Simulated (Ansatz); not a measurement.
**Field gradients at the nuclei in SnS under strain**

The cell is a structure deposited in the COD, relaxed with PBE at fixed cell and then changed (z stretched by 3 %, ions relaxed).

```
Sn S
1.0
    11.32000    0.00000    0.00000
     0.00000    4.05000    0.00000
     0.00000    0.00000    4.36926
Sn S
4 4
Direct
  0.12042 0.25000 0.12366
  0.37958 0.75000 0.62366
  0.62042 0.25000 0.37634
  0.87958 0.75000 0.87634
  0.85133 0.25000 0.47709
  0.64867 0.75000 0.97709
  0.35133 0.25000 0.02291
  0.14867 0.75000 0.52291
```

Sites (sets of like atoms) are named by element and the number of their first atom in this list.

The numbers come from a DFT calculation in Ansatz (PBE, plane waves and PAW, scalar-relativistic, 420 eV cutoff, Γ-centred 4×11×10 k-points, Fermi–Dirac smearing 0.02 eV).

Conventions: |V_zz| ≥ |V_yy| ≥ |V_xx|, η = (V_xx − V_yy)/V_zz, C_Q = eQV_zz/h.

33S: I = 3/2, Q = -69.40 mb. Quadrupole moments are those of Pyykkö's year-2017 table.

Task: Give the quadrupolar parameters of the distinct sites.

Result: 

```
site  atoms (order as listed)                               first shell  V_xx, V_yy, V_zz (10²¹ V/m²)     η  C_Q (MHz)
  Sn               1, 2, 3, 4    3 S at 2.65–2.69 Å; also 2 S at 3.33 Å            3.95, 7.35, -11.29  0.30          –
   S               5, 6, 7, 8  3 Sn at 2.65–2.69 Å; also 2 Sn at 3.33 Å             1.60, 1.84, -3.44  0.07       5.77
```

At S V_zz stands upright on the plane through its three neighbours (within 12°).

Sn has no stable isotope with a ground-state quadrupole moment in the table, so no C_Q is given.

Without spin–orbit coupling (the program notes it for Sn) the gradients can shift somewhat, as the gap is small.
